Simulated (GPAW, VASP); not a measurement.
Given: the input of a run of GPAW 26.7.0 (ASE script) on TiTe2. 

The input run.py:

```python
from ase.dft.bandgap import bandgap
from ase.io import read, write
from ase.units import GPa
from gpaw import GPAW, PW

atoms = read('TiTe2.xyz')

calc = GPAW(mode=PW(600),
            xc='LDA',
            kpts={'size': (8, 8, 4), 'gamma': True},
            occupations={'name': 'methfessel-paxton', 'order': 0, 'width': 0.05},
            nbands=24,
            convergence={'density': 1e-05, 'energy': 1e-05},
            maxiter=150,
            txt='gpaw.txt')
atoms.calc = calc
energy = atoms.get_potential_energy()
forces = atoms.get_forces()
stress = atoms.get_stress()
calc.write('gs.gpw')
write('result.traj', atoms)
print(f'Energy: {energy:.6f} eV')
print('Forces (eV/A):')
print(forces.round(4))
print('Stress (GPa):', (stress / GPa).round(3))
print('Fermi level:', round(calc.get_fermi_level(), 4), 'eV')
print(f'Gap: {bandgap(calc)[0]:.4f} eV, direct: {bandgap(calc, direct=True)[0]:.4f} eV')
```

Contents of TiTe2.xyz:

```xyz
3
Lattice="3.7770000000 0.0000000000 0.0000000000 -1.8885000000 3.2709779501 0.0000000000 0.0000000000 0.0000000000 6.4980000000" Properties=species:S:1:pos:R:3 pbc="T T T"
Te    -0.0000000002      2.1806519668      4.7903256000
Te     1.8885000002      1.0903259833      1.7076744000
Ti     0.0000000000      0.0000000000      0.0000000000
```

Potentials or basis: the program's PAW data sets (release 1.2.1) made for this functional, pw.

Run with:

```bash
$ OMP_NUM_THREADS=1 python run.py
```

**Question.** What does the same run look like in VASP 6.6.1? Potentials or basis there: LDA PAW files Te, Ti, 500 eV.

**Answer.** As run (cutoffs and basis follow the program's own potentials, and thresholds, step limits or extra output files can differ):

INCAR

```
  PREC = Accurate
  ENCUT = 500
  EDIFF = 1E-6
  ISMEAR = 0
  SIGMA = 0.05
  LREAL = F
  LASPH = T
  NELM = 80
  ALGO = Normal
  ISIF = 2
  LWAVE = F
  LCHARG = F
  GGA = CA
```

KPOINTS

```
Automatic mesh
0
Gamma
  8 8 4
```

POSCAR

```
TiTe2
1.0
    3.7770000000      0.0000000000      0.0000000000
   -1.8885000000      3.2709779501      0.0000000000
    0.0000000000      0.0000000000      6.4980000000
Te Ti
2 1
Direct
    0.3333333333      0.6666666667      0.7372000000
    0.6666666667      0.3333333333      0.2628000000
    0.0000000000      0.0000000000      0.0000000000
```

Potentials or basis: VASP PAW LDA potentials, release 64 (Te, Ti).

Command:

```console
$ cat potpaw_LDA.64/Te/POTCAR potpaw_LDA.64/Ti/POTCAR > POTCAR
$ mpirun -np 1 vasp_std > vasp.out
```

Both were run:

|  | GPAW | VASP |
| --- | --- | --- |
| Pressure | -4.5 GPa | -4.5 GPa |
| Largest force | 0.318 eV/Å | 0.337 eV/Å |

The potentials hold 24 and 16 valence electrons a cell.

The two programs' LDA may be different fits to the electron gas.

Pressure is positive in compression.
